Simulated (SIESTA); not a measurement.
The system is PtS2.

```xyz
3
Lattice="3.5432 0.0000 0.0000 -1.7716 3.0685 0.0000 0.0000 0.0000 5.0388" Properties=species:S:1:pos:R:3 pbc="T T T"
Pt    0.0000    0.0000    0.0000
S     1.7716    1.0228    3.8950
S     0.0000    2.0457    1.1438
```

* Program: SIESTA 5.4.2
* Task: single point
* Functional: PBEsol
* Potentials or basis: PseudoDojo 0.4 standard (PBEsol files)
* Basis: DZP (energy shift 0.003 Ry; two zetas on semicore shells)
* Grid cutoff: 800 Ry
* Energy shift: 0.003 Ry
* k mesh: 9 × 9 × 5
* Occupations: fermi-dirac, width 0.05 eV
* Spin: no spin polarisation

On this cell: pressure 9.5 GPa; largest force 1.612 eV/Å; band gap on the k mesh 0.91 eV, indirect (least direct gap 0.95 eV).

The same run follows on a disturbed copy (atoms moved at random, drawn with an rms of 0.05 Å):

```
Pt S
1.0
     3.54320    0.00000    0.00000
    -1.77160    3.06850    0.00000
     0.00000    0.00000    5.03880
Pt S
1 2
Direct
  0.99943 0.99349 0.01005
  0.66718 0.33107 0.77169
  0.33506 0.67148 0.23435
```

Question: What changes?

Answer: The energy moves by -13.7 meV/atom; pressure 7.5 GPa; largest force 1.717 eV/Å; band gap on the k mesh 0.78 eV, indirect (least direct gap 0.91 eV).

Forces on the atoms (eV/Å):
```
Pt  -0.172  0.490 -0.754
S    0.021 -0.091 -0.909
S    0.151 -0.399  1.663
```

Stress tensor (GPa, compression positive):
```
 8.52 -0.25  0.41
-0.25  7.30 -0.94
 0.41 -0.94  6.77
```

Caveats: short orbitals over semicore shells can move pressures by several GPa; spin-orbit coupling is left out, which moves the levels of the heavy elements; an odd mesh through Γ misses points on the zone boundary, where band edges often lie; the basis of atomic orbitals isn't converged, which shifts pressures, moduli and gaps; forces of over 1 eV/Å show positions far from the minimum, so gaps and moduli don't describe the material at rest (some runs).
